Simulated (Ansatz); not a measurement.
# armchair WS2 nanoribbon (N = 9, bare edges): bands under strain, part 3 of 3

Aim: is the armchair WS2 nanoribbon (N = 9, bare edges) a metal or a semiconductor?

Ansatz 0.2.0; DFT PBE, plane waves, PAW; relaxation of a wire's period (the session's first sound run).

So far, band gap (eV): step 3 (the perfect wire) 0.382; step 4 (strain along the wire, period over the relaxed period 0.96, k-mesh 1×1×12) 0.326; step 5 (At a strained period, period over the relaxed period 0.98, k-mesh 1×1×12) 0.353.

## Step 6: Strain along the wire, period over the relaxed period 1.02, k-mesh 1×1×11

Level of this step: DFT PBE, plane waves, PAW; relaxation at a fixed period (Ansatz).

The period is set to 1.02 times the relaxed one and the atoms relax within it: strain changes bond lengths and angles, which shifts the bands against each other. Against the first PBE run of this kind, the mesh along the wire has 11 points against 15.

The cell differs from the one that the last finished run ended in (c 5.373 → 5.592 Å).

input.yaml

```yaml
crystal:
  lattice:
    - [19.72, 0.0, 0.0]
    - [0.0, 10.14, 0.0]
    - [0.0, 0.0, 5.5919894022]
  atoms:
    - { symbol: W, position: [0.190102648, 0.5, 0.031377669], spin: 0.3 }
    - { symbol: W, position: [0.337765577, 0.5, 0.992133789] }
    - { symbol: W, position: [0.5, 0.5, 0.00125937] }
    - { symbol: W, position: [0.662234423, 0.5, 0.992133789] }
    - { symbol: W, position: [0.809897352, 0.5, 0.031377669], spin: 0.3 }
    - { symbol: S, position: [0.171417085, 0.656784568, 0.322925277] }
    - { symbol: S, position: [0.171417085, 0.343215432, 0.322925277] }
    - { symbol: S, position: [0.336230041, 0.651217724, 0.334271396] }
    - { symbol: S, position: [0.336230041, 0.348782276, 0.334271396] }
    - { symbol: S, position: [0.5, 0.655863884, 0.334087884] }
    - { symbol: S, position: [0.5, 0.344136116, 0.334087884] }
    - { symbol: S, position: [0.663769959, 0.651217724, 0.334271396] }
    - { symbol: S, position: [0.663769959, 0.348782276, 0.334271396] }
    - { symbol: S, position: [0.828582915, 0.656784568, 0.322925277] }
    - { symbol: S, position: [0.828582915, 0.343215432, 0.322925277] }
    - { symbol: W, position: [0.252162553, 0.5, 0.51092523] }
    - { symbol: W, position: [0.419457162, 0.5, 0.500420126] }
    - { symbol: W, position: [0.580542838, 0.5, 0.500420126] }
    - { symbol: W, position: [0.747837447, 0.5, 0.51092523] }
    - { symbol: S, position: [0.258757187, 0.661461691, 0.82437079] }
    - { symbol: S, position: [0.258757187, 0.338538309, 0.82437079] }
    - { symbol: S, position: [0.419416518, 0.655394521, 0.833645345] }
    - { symbol: S, position: [0.419416518, 0.344605479, 0.833645345] }
    - { symbol: S, position: [0.580583482, 0.655394521, 0.833645345] }
    - { symbol: S, position: [0.580583482, 0.344605479, 0.833645345] }
    - { symbol: S, position: [0.741242813, 0.661461691, 0.82437079] }
    - { symbol: S, position: [0.741242813, 0.338538309, 0.82437079] }
magnetization:
  spin_polarized: true
kpoints:
  mp_grid: { grid: [1, 1, 11] }
  band_path: { path: ["Γ", Z], npoints: 90 }
scf:
  occupations: { method: fermi_dirac, width: 0.05 }
hamiltonian:
  xc: pbe
relax:
  max_steps: 40
  f_tol: 0.02
output:
  stress: true
```

Started as:

```sh
$ ansatz run input.yaml --threads 4 --pin off --max-ram 16384MiB --backend cpu --events-out ev --progress --plain --runs-dir out
```

Numbers of over 12 decimals in the logs are rounded to 6 here.

The log of the run:

```text
[...]
Crystal: 27 atoms, lattice volume = 1118.179 Å³
Basis set: ecut = 420 eV, 21871 PW (Γ), exchange–correlation on 270×144×80 points (8 copies of the dense FFT grid, shifted against one another)
Bands: 145, of which v1, the nominal top of the filled ones, is band 117 counted from 1 (116 counted from 0)
[...]
- { symbol: W, position: [0.419846, 0.5, 0.501393] }
    - { symbol: W, position: [0.580154, 0.5, 0.501393] }
    - { symbol: W, position: [0.746690, 0.5, 0.512159] }
[...]
- { symbol: S, position: [0.580202, 0.654593, 0.833109] }
    - { symbol: S, position: [0.580202, 0.345407, 0.833109] }
    - { symbol: S, position: [0.740546, 0.660684, 0.823286] }
    - { symbol: S, position: [0.740546, 0.339316, 0.823286] }
[key lines of the parts left out:]
SCF converged after 8 iterations
Magnetization: 0.0000 μB (117.0000 up, 117.0000 down)
Free energy (F): -109714.478999 eV
Fermi energy:    2.047009 eV
P = ⅓ Tr σ = -0.4983 GPa (-4.983 kbar)
```

The job ended after 16 min (4 threads of Arm Neoverse V2, shared host; peak memory 13 GiB; 64 min of CPU time).

Relaxation path:

```tsv
step	energy less that of the first step (eV)	largest force component (eV/Å)
1	0.0000	0.4414
2	-0.0198	0.3589
3	-0.0499	0.0812
4	-0.0506	0.0595
5	-0.0510	0.0118
```

Forces are held to the 4 operations that the run works with; a distortion that breaks them can't arise in this run.

The atoms that moved most (Å):

```tsv
atom	dx	dy	dz	length
S7	0.046	0.001	-0.006	0.046
S6	0.046	-0.001	-0.006	0.046
S14	-0.046	-0.001	-0.006	0.046
S15	-0.046	0.001	-0.006	0.046
W1	0.038	0.000	0.026	0.046
W5	-0.038	0.000	0.026	0.046
W19	-0.023	0.000	0.007	0.024
W16	0.023	0.000	0.007	0.024
```

Final coordinates:

```cif
data_structure
_symmetry_space_group_name_H-M 'P 1'
_symmetry_Int_Tables_number 1
_cell_length_a 19.7200
_cell_length_b 10.1400
_cell_length_c 5.5920
_cell_angle_alpha 90.000
_cell_angle_beta 90.000
_cell_angle_gamma 90.000
_cell_volume 1118.18
loop_
_atom_site_label
_atom_site_type_symbol
_atom_site_fract_x
_atom_site_fract_y
_atom_site_fract_z
_atom_site_occupancy
W1 W 0.19204 0.50000 0.03594 1
W2 W 0.33838 0.50000 0.99231 1
W3 W 0.50000 0.50000 0.00231 1
W4 W 0.66162 0.50000 0.99231 1
W5 W 0.80796 0.50000 0.03594 1
S6 S 0.17375 0.65671 0.32181 1
S7 S 0.17375 0.34329 0.32181 1
S8 S 0.33696 0.65024 0.33346 1
S9 S 0.33696 0.34976 0.33346 1
S10 S 0.50000 0.65504 0.33370 1
S11 S 0.50000 0.34496 0.33370 1
S12 S 0.66304 0.65024 0.33346 1
S13 S 0.66304 0.34976 0.33346 1
S14 S 0.82625 0.65671 0.32181 1
S15 S 0.82625 0.34329 0.32181 1
W16 W 0.25331 0.50000 0.51216 1
W17 W 0.41985 0.50000 0.50139 1
W18 W 0.58015 0.50000 0.50139 1
W19 W 0.74669 0.50000 0.51216 1
S20 S 0.25945 0.66068 0.82329 1
S21 S 0.25945 0.33932 0.82329 1
S22 S 0.41980 0.65459 0.83311 1
S23 S 0.41980 0.34541 0.83311 1
S24 S 0.58020 0.65459 0.83311 1
S25 S 0.58020 0.34541 0.83311 1
S26 S 0.74055 0.66068 0.82329 1
S27 S 0.74055 0.33932 0.82329 1
```

The gap is 0.409 eV, against 0.382 eV under PBE at the relaxed period, with no moment.

## Step 7: Strain along the wire, period over the relaxed period 1.04, k-mesh 1×1×11

The period is set to 1.04 times the relaxed one and the atoms relax within it: strain changes bond lengths and angles, which shifts the bands against each other. Against the first PBE run of this kind, the mesh along the wire has 11 points against 15.

The cell differs from the one that the last finished run ended in (c 5.592 → 5.702 Å).

Edit input.yaml of step 6 so:

```diff
@@ -4,3 +4,3 @@
     - [0.0, 10.14, 0.0]
-    - [0.0, 0.0, 5.5919894022]
+    - [0.0, 0.0, 5.7016362532]
   atoms:
```

The log of the run:

```text
[...]
Crystal: 27 atoms, lattice volume = 1140.104 Å³
Basis set: ecut = 420 eV, 22339 PW (Γ), exchange–correlation on 270×144×80 points (8 copies of the dense FFT grid, shifted against one another)
Bands: 145, of which v1, the nominal top of the filled ones, is band 117 counted from 1 (116 counted from 0)
[...]
- { symbol: W, position: [0.420235, 0.5, 0.502213] }
    - { symbol: W, position: [0.579765, 0.5, 0.502213] }
    - { symbol: W, position: [0.745692, 0.5, 0.512790] }
[...]
- { symbol: S, position: [0.579813, 0.653879, 0.832395] }
    - { symbol: S, position: [0.579813, 0.346121, 0.832395] }
    - { symbol: S, position: [0.739986, 0.659625, 0.822239] }
    - { symbol: S, position: [0.739986, 0.340375, 0.822239] }
[key lines of the parts left out:]
SCF converged after 7 iterations
Magnetization: 0.0000 μB (117.0000 up, 117.0000 down)
Free energy (F): -109714.174916 eV
Fermi energy:    1.925010 eV
P = ⅓ Tr σ = -0.9448 GPa (-9.448 kbar)
```

The job ended after 19 min (4 threads; peak memory 14 GiB).

Step by step:

```tsv
step	energy less that of the first step (eV)	largest force component (eV/Å)
1	0.0000	0.8247
2	-0.0838	0.7023
3	-0.1889	0.1556
4	-0.1916	0.1186
5	-0.1933	0.0255
6	-0.1937	0.0209
7	-0.1937	0.0051
```

Forces are held to the 4 operations that the run works with; a distortion that breaks them can't arise in this run.

The atoms that moved most (Å):

```tsv
atom	dx	dy	dz	length
W5	-0.074	0.000	0.058	0.094
W1	0.074	0.000	0.058	0.094
S6	0.085	0.000	-0.009	0.086
S7	0.085	0.000	-0.009	0.086
S14	-0.085	0.000	-0.009	0.086
S15	-0.085	0.000	-0.009	0.086
W19	-0.042	0.000	0.011	0.044
W16	0.042	0.000	0.011	0.044
```

The relaxed structure:

```xyz
27
Lattice="19.7200 0.0000 0.0000 0.0000 10.1400 0.0000 0.0000 0.0000 5.7016" Properties=species:S:1:pos:R:3
W     3.8231    5.0700    0.2370
W     6.6848    5.0700    5.6549
W     9.8600    5.0700    0.0171
W    13.0352    5.0700    5.6549
W    15.8969    5.0700    0.2370
S     3.4655    6.6597    1.8318
S     3.4655    3.4803    1.8318
S     6.6582    6.5821    1.8960
S     6.6582    3.5579    1.8960
S     9.8600    6.6333    1.8999
S     9.8600    3.5067    1.8999
S    13.0618    6.5821    1.8960
S    13.0618    3.5579    1.8960
S    16.2545    6.6597    1.8318
S    16.2545    3.4803    1.8318
W     5.0150    5.0700    2.9237
W     8.2870    5.0700    2.8634
W    11.4330    5.0700    2.8634
W    14.7050    5.0700    2.9237
S     5.1275    6.6886    4.6881
S     5.1275    3.4514    4.6881
S     8.2861    6.6303    4.7460
S     8.2861    3.5097    4.7460
S    11.4339    6.6303    4.7460
S    11.4339    3.5097    4.7460
S    14.5925    6.6886    4.6881
S    14.5925    3.4514    4.6881
```

The gap is 0.429 eV, against 0.382 eV under PBE at the relaxed period, with no moment.

## Step 8: Strain along the wire, period over the relaxed period 1.06, k-mesh 1×1×11

The period is set to 1.06 times the relaxed one and the atoms relax within it: strain changes bond lengths and angles, which shifts the bands against each other. Against the first PBE run of this kind, the mesh along the wire has 11 points against 15.

The cell differs from the one that the last finished run ended in (c 5.702 → 5.811 Å).

Edit input.yaml of step 7 so:

```diff
@@ -4,3 +4,3 @@
     - [0.0, 10.14, 0.0]
-    - [0.0, 0.0, 5.7016362532]
+    - [0.0, 0.0, 5.8112831042]
   atoms:
```

The log of the run:

```text
[...]
Crystal: 27 atoms, lattice volume = 1162.029 Å³
Basis set: ecut = 420 eV, 22727 PW (Γ), exchange–correlation on 270×144×80 points (8 copies of the dense FFT grid, shifted against one another)
Bands: 145, of which v1, the nominal top of the filled ones, is band 117 counted from 1 (116 counted from 0)
[...]
- { symbol: W, position: [0.420615, 0.5, 0.502791] }
    - { symbol: W, position: [0.579385, 0.5, 0.502791] }
    - { symbol: W, position: [0.744728, 0.5, 0.513226] }
[...]
- { symbol: S, position: [0.579449, 0.653195, 0.831573] }
    - { symbol: S, position: [0.579449, 0.346805, 0.831573] }
    - { symbol: S, position: [0.739562, 0.658498, 0.821018] }
    - { symbol: S, position: [0.739562, 0.341502, 0.821018] }
[key lines of the parts left out:]
SCF converged after 8 iterations
Magnetization: -0.0000 μB (117.0000 up, 117.0000 down)
Free energy (F): -109713.699406 eV
Fermi energy:    1.815113 eV
P = ⅓ Tr σ = -1.3258 GPa (-13.258 kbar)
```

It took 20 min on 4 threads; peak memory 14 GiB; 78 min of CPU time.

The gap is 0.412 eV, against 0.382 eV under PBE at the relaxed period, with no moment.

## Step 9: The series together

Times are for 4 threads of Arm Neoverse V2, shared host. The runs compared:

```tsv
no.	period over the relaxed period	k-mesh	pressure (GPa)	band gap (eV)	time	memory (GiB)
1	0.96	1×1×12	1.202	0.326	17 min	13
2	0.98	1×1×12	0.5873	0.353	16 min	13
3	1.02	1×1×11	-0.4983	0.409	16 min	13
4	1.04	1×1×11	-0.9448	0.429	19 min	14
5	1.06	1×1×11	-1.326	0.412	20 min	14
```

## Step 10: What came out

| Quantity | Value |
| --- | --- |
| cell length, PBE | 5.482 Å |
| gap, PBE | 0.382 eV |
| gap, period scaled by 0.96 | 0.326 eV |
| gap, period scaled by 0.98 | 0.353 eV |
| gap, period scaled by 1.02 | 0.409 eV |
| gap, period scaled by 1.04 | 0.429 eV |
| gap, period scaled by 1.06 | 0.412 eV |

In words: Under PBE the cell's length is 5.48 Å, no moment survives, and a gap of 0.38 eV makes it a semiconductor. Strain matters: under PBE the gap goes from 0.38 eV to 0.326 eV at 0.96 times the period, 0.353 eV at 0.98 times the period, 0.409 eV at 1.02 times the period, 0.429 eV at 1.04 times the period and 0.412 eV at 1.06 times the period. Where the gap is under about 0.35 eV, the smearing of 0.05 eV partly fills the band edges in the SCF. In the perfect wire the moments were started parallel, and no opposed start was run. Spin-orbit coupling is left out, which matters for the bands of heavy atoms.

[Logs are printed without paths, hosts, clocks, repeated set-up lines and the standing remarks that a program may print on its own settings, such as how far it seeks lower states.]

[Hosts, paths, dates, database ids (printed as entryN), source tags and the programs' standing remarks are cut or masked in the printed files.]
